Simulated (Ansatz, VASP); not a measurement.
# InSb in two plane-wave programs

One calculation is typed for both programs; each brings its own data sets and cutoff. How far apart do they land?

Calculated with Ansatz 0.2.0; plane waves, with VASP 6.6.1 beside it; relaxation of cell and atoms at LDA.

## (1) Starting point

It takes space group F-43m (No. 216, cubic). Conventional cell: a = 6.478 Å, b = 6.478 Å, c = 6.478 Å, α = 90.00°, β = 90.00°, γ = 90.00°. Nearest to In lie 4 Sb at 2.81 Å. Nearest to Sb lie 4 In at 2.81 Å. Farther neighbours are not listed.

Coordinates:

```cif
data_structure
_symmetry_space_group_name_H-M 'F-43m'
_symmetry_Int_Tables_number 216
_cell_length_a 6.4782
_cell_length_b 6.4782
_cell_length_c 6.4782
_cell_angle_alpha 90.000
_cell_angle_beta 90.000
_cell_angle_gamma 90.000
_cell_volume 271.87
loop_
_atom_site_label
_atom_site_type_symbol
_atom_site_symmetry_multiplicity
_atom_site_Wyckoff_symbol
_atom_site_fract_x
_atom_site_fract_y
_atom_site_fract_z
_atom_site_occupancy
In1 In 4 a 0.00000 0.00000 0.00000 1
Sb1 Sb 4 d 0.25000 0.25000 0.75000 1
```

## (2) VASP: relaxation of cell and atoms, LDA

The relaxed volume is the usual yardstick between codes: its relative difference is about their pressure difference at one cell divided by the bulk modulus.

Lines of VASP's logs that name or quote its potential files are left out, and so is its time.

Contents of INCAR:

```
SYSTEM = InSb
PREC = Accurate
ENCUT = 520
EDIFF = 1E-06
NELM = 100
ISMEAR = -1
SIGMA = 0.05
LREAL = .FALSE.
ALGO = Normal
GGA = CA
NBANDS = 15
LORBIT = 11
LWAVE = .FALSE.
LCHARG = .FALSE.
KPAR = 2
IBRION = 2
NSW = 60
ISIF = 3
EDIFFG = -0.01
```

Contents of POSCAR:

```
InSb
1.0
    0.0000000000      3.2391000000      3.2391000000
    3.2391000000      0.0000000000      3.2391000000
    3.2391000000      3.2391000000      0.0000000000
In Sb
1 1
Direct
    0.0000000000      0.0000000000      0.0000000000
    0.2500000000      0.2500000000      0.2500000000
```

Contents of KPOINTS:

```
Automatic mesh
0
Gamma
6 6 6
0 0 0
```

The projector-augmented-wave data sets are In_d and Sb (PBE family, release 64).

On the command line:

```bash
mpirun -np 2 vasp_std
```

Numbers of over 12 decimals in the logs are rounded to 6 here.

Log:

```text
[banner, memory and clock lines left out]
running    2 mpi-ranks, on    1 nodes
 distrk:  each k-point on    1 cores,    2 groups
 distr:  one band on    1 cores,    1 groups

 POSCAR found type information on POSCAR InSb
 POSCAR found :  2 types and       2 ions
|                                                                             |
|               ----> ADVICE to this user running VASP <----                  |
|                                                                             |
|     You enforced a specific xc type in the INCAR file but a different       |
|     [... a line on the potential file left out ...]
|     I HOPE YOU KNOW WHAT YOU ARE DOING!                                     |
|                                                                             |

 LDA part: xc-table for (Slater(with rela. corr.)+CA(PZ))
 , standard interpolation
 POSCAR, INCAR and KPOINTS ok, starting setup
 FFT: planning ... GRIDC
 FFT: planning ... GRID_SOFT
 FFT: planning ... GRID
 WAVECAR not read
 entering main loop
       N       E                     dE             d eps       ncg     rms          rms(c)
DAV:   1     0.110922017859E+03    0.11092E+03   -0.79811E+03   480   0.119E+03
DAV:   2    -0.126120492084E+01   -0.11218E+03   -0.10874E+03   536   0.288E+02
DAV:   3    -0.822360921687E+01   -0.69624E+01   -0.69315E+01   627   0.754E+01
DAV:   4    -0.842696935492E+01   -0.20336E+00   -0.20331E+00   582   0.154E+01
DAV:   5    -0.843751297255E+01   -0.10544E-01   -0.10543E-01   744   0.274E+00    0.427E+00
DAV:   6    -0.826802267862E+01    0.16949E+00   -0.25476E-01   647   0.920E+00    0.228E+00
DAV:   7    -0.823404327042E+01    0.33979E-01   -0.84991E-02   666   0.331E+00    0.632E-01
DAV:   8    -0.823142272575E+01    0.26205E-02   -0.87058E-03   660   0.110E+00    0.391E-01
DAV:   9    -0.823147994365E+01   -0.57218E-04   -0.10110E-03   543   0.261E-01    0.109E-01
DAV:  10    -0.823143555740E+01    0.44386E-04   -0.76153E-05   606   0.730E-02    0.474E-02
DAV:  11    -0.823144022033E+01   -0.46629E-05   -0.11337E-05   551   0.463E-02    0.332E-02
DAV:  12    -0.823143993011E+01    0.29022E-06   -0.72807E-07   458   0.777E-03
   1 F= -.82314399E+01 E0= -.82309759E+01  d E =-.823144E+01
 curvature:   0.00 expect dE= 0.000E+00 dE for cont linesearch  0.000E+00
 trial: gam= 0.00000 g(F)=  0.709E-48 g(S)=  0.156E-02 ort = 0.000E+00 (trialstep = 0.100E+01)
 search vector abs. value=  0.156E-02
 bond charge predicted
       N       E                     dE             d eps       ncg     rms          rms(c)
DAV:   1    -0.825100784240E+01   -0.19568E-01   -0.45108E-01   613   0.121E+01    0.854E-01
DAV:   2    -0.823455491500E+01    0.16453E-01   -0.35230E-02   592   0.399E+00    0.300E-01
DAV:   3    -0.823200139182E+01    0.25535E-02   -0.72844E-03   613   0.159E+00    0.162E-01
DAV:   4    -0.823194657830E+01    0.54814E-04   -0.26803E-04   515   0.145E-01    0.109E-01
DAV:   5    -0.823189171157E+01    0.54867E-04   -0.37210E-05   656   0.513E-02    0.463E-02
DAV:   6    -0.823188554089E+01    0.61707E-05   -0.10418E-05   706   0.302E-02    0.769E-03
DAV:   7    -0.823188547316E+01    0.67725E-07   -0.66120E-07   324   0.145E-02
   2 F= -.82318855E+01 E0= -.82314233E+01  d E =-.445543E-03
 trial-energy change:   -0.000446  1 .order   -0.000481   -0.001562    0.000600
 step:   0.7020(harm=  0.7225)  dis= 0.00000  next Energy=    -8.231976 (dE=-0.536E-03)
 bond charge predicted
       N       E                     dE             d eps       ncg     rms          rms(c)
DAV:   1    -0.823367390139E+01   -0.17884E-02   -0.40702E-02   613   0.369E+00    0.251E-01
DAV:   2    -0.823222606539E+01    0.14478E-02   -0.30581E-03   592   0.116E+00    0.904E-02
DAV:   3    -0.823199416076E+01    0.23190E-03   -0.67847E-04   606   0.486E-01    0.463E-02
DAV:   4    -0.823198951177E+01    0.46490E-05   -0.24593E-05   508   0.452E-02    0.312E-02
DAV:   5    -0.823198456944E+01    0.49423E-05   -0.32064E-06   564   0.148E-02    0.134E-02
DAV:   6    -0.823198394881E+01    0.62062E-06   -0.72153E-07   310   0.950E-03
   3 F= -.82319839E+01 E0= -.82315215E+01  d E =-.544019E-03
 curvature:  -0.36 expect dE=-0.105E-06 dE for cont linesearch -0.105E-06
 trial: gam=-0.01352 g(F)=  0.115E-47 g(S)=  0.293E-06 ort = 0.214E-04 (trialstep = 0.940E+00)
 search vector abs. value=  0.155E-09
 reached required accuracy - stopping structural energy minimisation
```

Parts of OUTCAR (step 2):

```text
ion  position               nearest neighbor table
   1  0.000  0.000  0.000-   2 2.81   2 2.81   2 2.81   2 2.81
   2  0.250  0.250  0.250-   1 2.81   1 2.81   1 2.81   1 2.81

  LATTYP: Found a face centered cubic cell.
 ALAT       =     6.4782000000

 Subroutine GETGRP returns: Found 24 space group operations
 (whereof 24 operations were pure point group operations)

The static configuration has the point symmetry T_d .

 Found     16 irreducible k-points:

   k-points           NKPTS =     16   k-points in BZ     NKDIM =     16   number of bands    NBANDS=     15

   dimension x,y,z NGX =    36 NGY =   36 NGZ =   36
   dimension x,y,z NGXF=    72 NGYF=   72 NGZF=   72

   ENCUT  =  520.0 eV  38.22 Ry    6.18 a.u.   8.52  8.52  8.52*2*pi/ulx,y,z

   NELECT =      18.0000    total number of electrons

 k-points in reciprocal lattice and weights: Automatic mesh
   0.00000000  0.00000000  0.00000000       0.005
   0.16666667  0.00000000  0.00000000       0.037
   0.33333333  0.00000000  0.00000000       0.037
   0.50000000  0.00000000  0.00000000       0.019
   0.16666667  0.16666667  0.00000000       0.028
   0.33333333  0.16666667  0.00000000       0.111
   0.50000000  0.16666667  0.00000000       0.111
  -0.33333333  0.16666667  0.00000000       0.111
  -0.16666667  0.16666667  0.00000000       0.056
[...]
-0.33333333  0.33333333  0.16666667       0.111
  -0.33333333  0.50000000  0.16666667       0.056

 average (electrostatic) potential at core
       1 -96.0495       2 -86.9448

 E-fermi :   4.9372

 k-point     1 :       0.0000    0.0000    0.0000
  band No.  band energies     occupation
    ...
      6      -5.9253      2.00000
      7       4.5857      1.99823
      8       4.9020      1.33825
      9       4.9020      1.33825
     10       4.9020      1.33824
     11       7.8049      0.00000
     12       7.8049      0.00000
     13       7.8049      0.00000
     14      10.4330      0.00000
     15      13.2659      0.00000

 k-point     2 :       0.1667    0.0000    0.0000
  band No.  band energies     occupation
    ...
      5      -9.5536      2.00000
      6      -5.6718      2.00000
      7       2.3668      2.00000
      8       4.5561      1.99902
      9       4.5561      1.99902
     10       5.7965      0.00000
     11       8.2675      0.00000
     12       8.2675      0.00000
     13       8.5479      0.00000
     14      11.5766      0.00000
    ...

 k-point     3 :       0.3333    0.0000    0.0000
  band No.  band energies     occupation
    ...
      5      -9.5528      2.00000
      6      -5.0139      2.00000
      7       0.1924      2.00000
      8       4.0646      2.00000
      9       4.0646      2.00000
     10       5.4937      0.00003
     11       8.6737      0.00000
     12       8.6737      0.00000
     13      10.6056      0.00000
     14      11.4799      0.00000
    ...

  Total       -0.0020136     -0.0020136     -0.0020136      0.0000000     -0.0000000      0.0000000
  in kB       -0.0478217     -0.0478217     -0.0478217      0.0000000     -0.0000000      0.0000000
  external PRESSURE =      -0.0478217 kB  Pullay stress =       0.0000000 kB

  energy-cutoff  :      520.00
  volume of cell :       67.46
      direct lattice vectors                 reciprocal lattice vectors
     0.000000000  3.231043292  3.231043292    -0.154748778  0.154748778  0.154748778
     3.231043292  0.000000000  3.231043292     0.154748778 -0.154748778  0.154748778
     3.231043292  3.231043292  0.000000000     0.154748778  0.154748778 -0.154748778

 POSITION                                       TOTAL-FORCE (eV/Angst)
 -----------------------------------------------------------------------------------
      0.00000      0.00000      0.00000        -0.000000     -0.000000     -0.000000
      1.61552      1.61552      1.61552         0.000000      0.000000      0.000000
 -----------------------------------------------------------------------------------
    total drift:                                0.000000      0.000000      0.000000

  FREE ENERGIE OF THE ION-ELECTRON SYSTEM (eV)
  ---------------------------------------------------
  free  energy   TOTEN  =        -8.2319839488 eV

  energy  without entropy=       -8.2310589648  energy(sigma->0) =       -8.23152146

 reached required accuracy - stopping structural energy minimisation

 total charge
# of ion       s       p       d       tot
------------------------------------------
    1        0.879   0.735   9.870  11.485
    2        1.148   1.338   0.020   2.506
--------------------------------------------------
tot          2.027   2.073   9.890  13.991

[... 3 further parts left out ...]
```

## (3) Ansatz: relaxation of cell and atoms, LDA

Ansatz runs on its default PAW (the set named soft_2) files.

The same cell, functional (in two slightly different forms), mesh and smearing now go to Ansatz, which takes its cutoff from its data sets.

Contents of input.yaml:

```yaml
crystal:
  lattice:
    - [0.0, 3.2391, 3.2391]
    - [3.2391, 0.0, 3.2391]
    - [3.2391, 3.2391, 0.0]
  atoms:
    - { symbol: In, position: [0.0, 0.0, 0.0] }
    - { symbol: Sb, position: [0.25, 0.25, 0.25] }
hamiltonian:
  xc: lda
  pseudopotentials: { kind: paw }
kpoints:
  mp_grid: { grid: [6, 6, 6] }
scf:
  occupations: { method: fermi_dirac, width: 0.05 }
relax:
  f_tol: 0.01
  max_steps: 60
  cell: { stress_tol: 0.05 }
output:
  forces: true
  stress: true
  write_density: true
  write_potential: true
  elf: true
  volumetric_format: npy
```

On the command line:

```bash
ansatz run input.yaml --threads 4 --pin off --max-ram 9216MiB --backend cpu --events-out ev --progress --plain --runs-dir out
```

Log:

```text
Engine: ansatz 0.2.0, x86_64-unknown-linux-gnu
Pseudopotentials: kind: paw
Pseudopotential: In, paw, valence charge 13, recommended cutoff 420 eV (normal), In.paw.azcp
Pseudopotential: Sb, paw, valence charge 15, recommended cutoff 420 eV (normal), Sb.paw.azcp
Functional definition: SPW92
  exchange = slater_x
  correlation = pw_c
Crystal: 2 atoms, lattice volume = 67.968 Å³
Basis set: ecut = 420 eV, 1363 PW (Γ)
Bands: 18, of which v1, the nominal top of the filled ones, is band 14 counted from 1 (13 counted from 0)
Symmetry: 24 space group operations
Space group: F-43m (ITA 216), of the structure as read, at distance tolerance 4.1e-5 Å
k-points: 16 of 216 (time reversal used)
Non-local potential: In, projectors of the file, l = 0: 2, l = 1: 2, l = 2: 2, l = 3: 2
Non-local potential: Sb, projectors of the file, l = 0: 2, l = 1: 2, l = 2: 2, l = 3: 2
PAW form: soft (Blöchl's): semilocal exchange-correlation on the pseudo side does not see the compensation charge
PAW frozen core: In, regenerated for the run's functional, and the local potential with it (the file was generated under x = pbe(κ = 0.804, μ = 0.219515), c = pbe(β = 0.066725))
PAW frozen core: Sb, regenerated for the run's functional, and the local potential with it (the file was generated under x = pbe(κ = 0.804, μ = 0.219515), c = pbe(β = 0.066725))
PAW one-centre angular grid: In, 590 points (default); XC on 64 Gauss nodes
PAW one-centre angular grid: Sb, 590 points (default); XC on 64 Gauss nodes
Initial density: superposition of atomic densities (neutral atoms: chi_scale 0, normalization atom), corrected by the library's trained network
Initial wavefunctions: pseudopotential atomic-orbital guess
Functional: x = slater, c = lda
SCF iter   1: F=—  HF=-11793.140919 eV  |F-HF|=—  |Δ(HF+E_count)|=         —  Δρ=6.83e-3  dr2=1.94e-2  ethr=1.77e-3  ⟨swp⟩=6.0  Hψ=1581  notcnv=0
preconditioner: auto → none  [insulator: Δε(μ)=0.370 eV  Ē_g=13.904 eV  σ=0.050 eV  W_gap=0.67  n_scr=14 (ndim 8)  ℏωp=19.1 eV  f_vac=0.112  D(μ)=0.13/eV (n_scr^D=0)  ε∞_Penn≈2.9]
SCF iter   2: F=—  HF=-11793.133433 eV  |F-HF|=—  |Δ(HF+E_count)|=   7.49e-3  Δρ=2.16e-3  dr2=1.27e-3  ethr=6.92e-5  ⟨swp⟩=2.8  Hψ=686  notcnv=0
SCF iter   3: F=—  HF=-11793.133418 eV  |F-HF|=—  |Δ(HF+E_count)|=   1.44e-5  Δρ=6.62e-4  dr2=1.40e-4  ethr=4.52e-6  ⟨swp⟩=1.7  Hψ=362  notcnv=0
SCF iter   4: F=—  HF=-11793.133431 eV  |F-HF|=—  |Δ(HF+E_count)|=   1.30e-5  Δρ=1.35e-4  dr2=1.69e-5  ethr=4.98e-7  ⟨swp⟩=3.0  Hψ=456  notcnv=0
SCF iter   5: F=—  HF=-11793.133425 eV  |F-HF|=—  |Δ(HF+E_count)|=   6.15e-6  Δρ=1.52e-5  dr2=1.83e-7  ethr=6.04e-8  ⟨swp⟩=2.0  Hψ=433  notcnv=0
SCF iter   6: F=-11793.133425 eV  HF=-11793.133425 eV  |F-HF|=9.26e-10  |Δ(HF+E_count)|=   6.31e-9  Δρ=2.05e-6  dr2=3.02e-9  ethr=3.57e-10  ⟨swp⟩=8.6  Hψ=1708  notcnv=0
SCF 1 converged in 6 iterations: F = -11793.133425 eV  dr2 = 3.02e-9
  greatest PAW one-centre occupation: 0.998 electrons in one spin orbital (limit 2), on the Sb atom at site 1 (counted from 0), in its partial waves of l = 2
relax step   1: F+E_penalty+E_count = -11793.13342510 eV  Δ(F+E_penalty+E_count) = +0.000e0 eV  max|allowed force component| = 1.850e-16 eV/Å  Δτ_max = 0.0000 Å  P = -0.527 GPa  Ω = 67.968 Å³  (6 SCF iters, dr2 threshold 1.00e-7 eV, accepted)
[...]
relax step   2: F+E_penalty+E_count = -11793.13444500 eV  Δ(F+E_penalty+E_count) = -1.020e-3 eV  max|allowed force component| = 6.939e-17 eV/Å  Δτ_max = 0.0000 Å  P = +0.337 GPa  Ω = 66.704 Å³  energy of the carried Pulay correction = +2.037e-4 eV  (4 SCF iters, dr2 threshold 2.00e-7 eV, accepted)
[...]
relax step   3: F+E_penalty+E_count = -11793.13486168 eV  Δ(F+E_penalty+E_count) = -4.167e-4 eV  max|allowed force component| = 5.782e-17 eV/Å  Δτ_max = 0.0000 Å  P = -0.008 GPa  Ω = 67.191 Å³  energy of the carried Pulay correction = +1.248e-4 eV  (4 SCF iters, dr2 threshold 2.00e-7 eV, accepted)
[...]
relax step   4: F+E_penalty+E_count = -11793.13473645 eV  Δ(F+E_penalty+E_count) = +1.252e-4 eV  max|allowed force component| = 5.089e-17 eV/Å  Δτ_max = 0.0000 Å  P = -0.007 GPa  Ω = 67.191 Å³  stress off target by 6.96e-3 GPa  SCF on the basis re-selected at this cell (its energy is not comparable with the rows above)  (5 SCF iters)
basis re-selected at this cell: Δ(F+E_penalty+E_count) = +1.252e-4 eV, ΔP = +0.001 GPa vs the last step (what re-selecting the basis moved, of the pressure what is left beyond the Pulay correction that the steps carried, after the strain that the cell walked since its last selection, with what the two solves' SCF thresholds leave and, on support functions, any second-order correction that the steps lacked; it is no m [...]
SCF converged after 5 iterations
Free energy (F): -11793.134736 eV
Harris-Foulkes:  -11793.134736 eV  (|F-HF|=1.82e-12)
Internal energy: -11793.133811 eV  (E = F + TS)
E sigma→0 (E₀):  -11793.134274 eV
Entropy (-TS):   -0.000926 eV (-0.463 meV/atom)
Fermi energy:    7.257497 eV
--- Per-component energies (eV) ---
  E_band       = -264.898597
  E_kinetic    = 453.240915
  E_local      = -3194.956710  (includes V_loc(G=0)·N_el)
  E_nonlocal   = 737.171623
  E_hartree    = 1369.574214
  E_xc         = -351.431583
  E_vxc        = -198.514264  (∫ρ·V_xc dr)
  E_paw        = -8443.277452  (= ΣΔE_a)
  E_vpaw       = -800.988619  (= ΣTr[D̂ρ^β])
  E_aug_tail   = 0.000023  (compensation charges beyond the density's cutoff)
  E_ewald      = -2364.298202
  E_core_change = 0.843360  (= ΣΔE_core)
  E_smearing   = -0.000926  (= −TS)
  E_closure    = -0.000000  (closes the sum)
  Σ components = -11793.134736   (vs F -11793.134736, Δ=0.00e0)
--- Forces (eV/Å), atoms counted from 1 ---
  atom   1  In     0.00000000     0.00000000    -0.00000000
  atom   2  Sb    -0.00000000     0.00000000     0.00000000
  max |Σ_I F_I| component: 4.39e-17 eV/Å
--- Stress (GPa, compression-positive) ---
       -0.006961       0.000000       0.000000
        0.000000      -0.006961       0.000000
        0.000000       0.000000      -0.006961
  P = ⅓ Tr σ = -0.0070 GPa (-0.070 kbar)
--- Band table (eV; the first three rows and the last of 16) ---
  k-point 0: bands = [... 10 lower, -3.6528, 6.8623, 7.2223, 7.2223, 7.2223, 10.1485, 10.1485, 10.1485]
  k-point 1: bands = [... 10 lower, -3.3991, 4.6699, 6.8779, 6.8779, 8.1033, 10.6111, 10.6111, 10.8776]
  k-point 2: bands = [... 10 lower, -2.7424, 2.5018, 6.3874, 6.3874, 7.8037, 11.0193, 11.0193, 12.9365]
  k-point 15: bands = [... 10 lower, -1.6122, 1.2712, 4.4321, 4.5281, 9.8505, 9.8773, 12.8774, 13.1175]
--- Relaxed structure (3 steps of the walk, 3 accepted, 1 SCFs on fresh bases) ---
  F+E_penalty+E_count = -11793.13473645 eV   max|allowed force component| = 5.089e-17 eV/Å   (the final SCF, on the basis selected at the relaxed cell)
  cell:  # Å, volume = 67.1906 Å³
    - [0, 3.226707, 3.226707]
    - [3.226707, 0, 3.226707]
    - [3.226707, 3.226707, 0]
  atoms:
    - { symbol: In, position: [0, 0, 0] }
    - { symbol: Sb, position: [0.25, 0.25, 0.25] }
```

Elapsed: 2.6 s, on 4 threads of Intel Xeon Platinum 8488C (Sapphire Rapids), shared host; peak memory 0.44 GiB.

## (4) Side by side

Known differences besides the potentials themselves: the two LDA forms differ slightly; both relaxations stop at a tolerance, which leaves soft axes loose, and VASP keeps its plane-wave basis; the data sets hold 28 valence electrons in Ansatz (default PAW (the set named soft_2) files) and 18 in VASP; the cutoff is 420 eV in Ansatz and 520 eV in VASP; Ansatz makes its cores anew for this functional, VASP keeps those of its PBE data sets; VASP's log shows a relativistic correction to its local exchange, Ansatz's none; Ansatz adds a Pulay correction to the stress that steers its cell, VASP none. Total energies have different zeros and are not compared.

The two programs side by side:

```csv
quantity,Ansatz,VASP,difference
volume (Å³),67.19,67.46,-0.40 %
"edge a after relaxation, in the typed setting (Å)",4.563,4.569,-0.13 %
```

The walks stopped with -0.01 GPa left in Ansatz and 0.00 GPa in VASP; each walk ends within a tolerance, so the volume difference is uncertain by about these residues over the bulk modulus, most in soft cells.

## (5) Outcome

```json
{
  "difference in volume (relaxation of cell and atoms, LDA)": "-0.40 %"
}
```

In words: The difference in volume is -0.40 % (relaxation of cell and atoms, LDA), within the 1.2 % picked in this series as the mark of a large difference, as far as the stopping tolerances let one tell. How closely two codes agree says nothing of how well the functional describes the real material.

[Lines on the potential files, build, host, timing and source positions are cut from VASP's logs without a mark.]

[Logs are printed without paths, hosts, clocks, repeated set-up lines and the standing remarks that a program may print on its own settings, such as how far it seeks lower states.]

[Hosts, paths, dates, database ids (printed as entryN), source tags and the programs' standing remarks are cut or masked in the printed files.]
